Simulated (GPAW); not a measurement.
Wanted: an ASE script for a GPAW 26.7.0 run.

```yaml
Task: phonons
Functional: PBE
Dispersion: D3M(BJ)
Potentials_or_basis: GPAW PAW data sets (gpaw-data 1.2.1)
Cutoff: 880 eV
Basis: pw
k_mesh: 10 × 10 × 10
Occupations: fermi-dirac, width 0.05 eV
Spin: no spin polarisation
Maxiter: 80
Convergence: density=1e-06 eigenstates=1e-09
Supercell: 1 × 1 × 1
Supercell_k_mesh: 10 × 10 × 10
Displacement: 0.03
Relaxed_first: ions
```

The system is HfN.

```xyz
2
Lattice="0.0000 2.2560 2.2560 2.2560 0.0000 2.2560 2.2560 2.2560 0.0000" Properties=species:S:1:pos:R:3 pbc="T T T"
Hf    0.0000    0.0000    0.0000
N     2.2560    2.2560    2.2560
```

The input as run:

run.py

```python
import json
import numpy as np
from ase import Atoms
from ase.calculators.mixing import SumCalculator
from ase.constraints import FixSymmetry
from ase.io import write
from ase.optimize import BFGS
from ase.spacegroup import crystal
from dftd3.ase import DFTD3
from phonopy import Phonopy
from phonopy.structure.atoms import PhonopyAtoms
from gpaw import GPAW, PW

# Hf 4a
# N 4b
atoms = crystal(['Hf', 'N'],
                basis=[[0.0, 0.0, 0.0],
                       [0.5, 0.0, 0.0]],
                spacegroup=225, setting=1,  # Fm-3m
                cellpar=[4.512, 4.512, 4.512, 90.0, 90.0, 90.0],
                primitive_cell=True)

calc = GPAW(mode=PW(880),
            xc='PBE',
            kpts={'size': (10, 10, 10), 'gamma': True},
            occupations={'name': 'fermi-dirac', 'width': 0.05},
            nbands=19,
            convergence={'density': 1e-06, 'eigenstates': 1e-09},
            maxiter=80,
            txt='gpaw.txt')
atoms.calc = SumCalculator([calc, DFTD3(method='pbe', damping='d3bjm')])
atoms.set_constraint(FixSymmetry(atoms))
BFGS(atoms, trajectory='relax.traj', logfile='-').run(fmax=0.005, steps=40)
atoms.set_constraint()
energy = atoms.get_potential_energy()
forces = atoms.get_forces()
stress = atoms.get_stress()
calc.write('gs.gpw')
write('result.traj', atoms)
print('Cell:', atoms.cell.cellpar().round(4))
print(atoms.get_scaled_positions().round(5))

def force_constants(scale):
    unit = PhonopyAtoms(symbols=atoms.get_chemical_symbols(), cell=atoms.cell[:] * scale**(1 / 3),
                        scaled_positions=atoms.get_scaled_positions())
    ph = Phonopy(unit, supercell_matrix=np.diag([1, 1, 1]), primitive_matrix=np.eye(3), symprec=1e-4)
    ph.generate_displacements(distance=0.03)
    forces = []
    for i, sc in enumerate(ph.supercells_with_displacements):
        a = Atoms(sc.symbols, cell=sc.cell, scaled_positions=sc.scaled_positions, pbc=True)
        c = GPAW(mode=PW(880),
                 xc='PBE',
                 kpts={'size': (10, 10, 10), 'gamma': True},
                 occupations={'name': 'fermi-dirac', 'width': 0.05},
                 nbands=19,
                 convergence={'density': 1e-06, 'eigenstates': 1e-09},
                 maxiter=80,
                 txt=f'disp-{scale:.3f}-{i:02d}.txt')
        a.calc = SumCalculator([c, DFTD3(method='pbe', damping='d3bjm')])
        f = a.get_forces()
        forces.append(f - f.mean(axis=0))
        print(f'displacement {i}: drift', f.mean(axis=0).round(5), flush=True)
    ph.forces = forces
    ph.produce_force_constants()
    ph.symmetrize_force_constants()
    return ph

qpoints = [[0.0, 0.0, 0.0]]
results = {}
for scale in [1.0]:
    ph = force_constants(scale)
    ph.run_qpoints(qpoints)
    nu = ph.qpoints.frequencies * 33.35641  # THz to cm^-1
    results[f'{scale:.3f}'] = nu.tolist()
    for qp, f in zip(qpoints, nu):
        print(scale, np.round(qp, 4), f.round(2))
json.dump(results, open('phonons.json', 'w'))
```

Potentials or basis: GPAW PAW data sets (gpaw-data 1.2.1), pw.

Command:

```console
$ OMP_NUM_THREADS=1 python run.py
```

Results of the run:

```
Pressure after relaxing       : -20.5 GPa
Band gap on the k mesh        : none (metal or under the smearing width)
Highest phonon frequency at Γ : 504 cm⁻¹
Dispersion energy per atom    : -1.589 eV
```

Caveat: the cell is more than 3 GPa from zero pressure, which shifts response properties; pairwise dispersion overbinds metals, which lowers pressure and volume.

Wall time 2.7 min on 1 thread of AMD EPYC 7B13 (Zen 3), with other jobs on the host, peak memory 0.4 GiB.
